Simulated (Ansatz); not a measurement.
Input and command of a plane-wave DFT calculation in Ansatz:

```yaml
crystal:
  lattice:
    - [3.6498355088, 0.0, 0.0]
    - [0.0, 3.6498355088, 0.0]
    - [0.0, 0.0, 3.6498355088]
  atoms:
    - { symbol: Fe, position: [0.0, 0.0, 0.0] }
    - { symbol: Co, position: [0.5, 0.5, 0.0] }
    - { symbol: Co, position: [0.5, 0.0, 0.5] }
    - { symbol: Co, position: [0.0, 0.5, 0.5] }
basis:
  ecutwfc: 420
kpoints:
  mp_grid: { grid: [12, 12, 12] }
hamiltonian:
  xc: pbesol
scf:
  occupations: { method: gaussian, width: 0.1 }
  lower_state_search: "off"
output:
  forces: true
  stress: true
  eigenvalues: true
```

```bash
ansatz run input.yaml --threads 1 --pin off --max-ram 2560MiB --backend cpu --events-out ev --progress --plain --runs-dir out
```

Processor: Intel(R) Xeon(R) Platinum 8259CL CPU @ 2.50GHz (Skylake/Cascade Lake), 1 thread, on a host shared with other jobs.

Problem. How long does it run, and how much memory does it take?

Solution. About 13 s on 1 thread of Intel(R) Xeon(R) Platinum 8259CL CPU @ 2.50GHz (Skylake/Cascade Lake), with other jobs on the host, peak memory 0.47 GiB. It solves 41 bands at 84 k points (the mesh reduced by symmetry) with about 949 plane waves, in 8 SCF iterations.
